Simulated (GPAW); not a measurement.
Cd:

```
Cd
1.0
    -1.78432    1.78432    1.78432
     1.78432   -1.78432    1.78432
     1.78432    1.78432   -1.78432
Cd
1
Direct
  0.00000 0.00000 0.00000
```

This isn't the form of Cd at room conditions, which is hcp.

```yaml
Program: GPAW 26.7.0
Task: relaxation of cell and atoms
Functional: r2SCAN
Potentials_or_basis: GPAW PAW data sets (gpaw-data 1.2.1)
Cutoff: 600 eV
Basis: pw
k_mesh: 10 × 10 × 10
Occupations: fermi-dirac, width 0.05 eV
Spin: no spin polarisation
```

At the start: pressure -1.8 GPa; volume 22.72 Å³/atom.

Question: Where does the relaxation end?

Answer: Over 4 steps the energy falls by 5.8 meV/atom and the volume is 21.84 Å³/atom (-3.9 %); space group Im-3m (No. 229, to 0.05 Å).

Step by step:
```
step  energy change (eV)  largest force (eV/Å)  pressure (GPa)  volume (Å³)
   1              0.0000                0.0000           -1.80        22.72
   2             -0.0026                0.0000           -1.37        22.48
   3             -0.0057                0.0000            0.24        21.73
   4             -0.0058                0.0000           -0.02        21.84
```

Final structure:
```cif
data_structure
_symmetry_space_group_name_H-M 'P 1'
_symmetry_Int_Tables_number 1
_cell_length_a 3.0498
_cell_length_b 3.0498
_cell_length_c 3.0498
_cell_angle_alpha 109.471
_cell_angle_beta 109.471
_cell_angle_gamma 109.471
_cell_volume 21.84
loop_
_atom_site_label
_atom_site_type_symbol
_atom_site_fract_x
_atom_site_fract_y
_atom_site_fract_z
_atom_site_occupancy
Cd1 Cd 0.00000 0.00000 0.00000 1
```

Caveat: later steps reuse the first step's grids; the PAW data sets were made with another functional, which shifts forces and pressure a little.
